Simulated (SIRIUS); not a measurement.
## CdSe under changes of volume

One of the cells (28.942 Å³/atom); the others are scaled copies at fixed shape and fractional positions:

```
CELL_PARAMETERS angstrom
0.00000 3.07027 3.07027
3.07027 0.00000 3.07027
3.07027 3.07027 0.00000
ATOMIC_POSITIONS crystal
Cd 0.00000 0.00000 0.00000
Se 0.25000 0.25000 0.25000
```

Measurements of this composition are mostly on another form, of space group No. 186.

- Program: SIRIUS 7.12.0
- Functional: PBEsol
- Potentials or basis: PseudoDojo 0.4.1 PBEsol standard (scalar relativistic)
- Cutoff: 1388 eV
- Density cutoff: 5552 eV
- k mesh: 8 × 8 × 8
- Occupations: fermi-dirac, width 0.05 eV
- Spin: no spin polarisation

```tsv
volume (Å³/atom)	energy over the lowest point (meV/atom)	pressure (GPa)	gap on the mesh (eV)
27.206	5.08	1.9	0.55
27.784	0.46	0.6	0.50
28.363	0.00	-0.4	0.46
28.942	3.25	-1.4	0.43
29.521	9.79	-2.3	0.39
30.100	?	?	?
30.679	31.34	-3.7	0.31
```

Question: What does the run at 30.100 Å³/atom give?

Answer: Energy over the lowest point 19.26 meV/atom; pressure -3.0 GPa; gap on the mesh 0.35 eV.

Worked out: A Birch-Murnaghan fit of order 3 (a polynomial in V^(-2/3)) to the other rows has its minimum at 28.14 Å³/atom with B0 = V·E''(V) = 52 GPa and B' = 4.7. It gives 19.26 meV/atom at 30.100 Å³/atom, against the run's 19.26, and -dE/dV = -3.0 GPa, against -3.0. A straight line through the other rows of the gap, of slope -1.95 eV per unit of ln V, gives 0.35 eV, against the run's 0.35.

Energies are extrapolated to zero smearing.

A mesh can miss the band edges. Spin-orbit coupling on Cd, Se is left out.
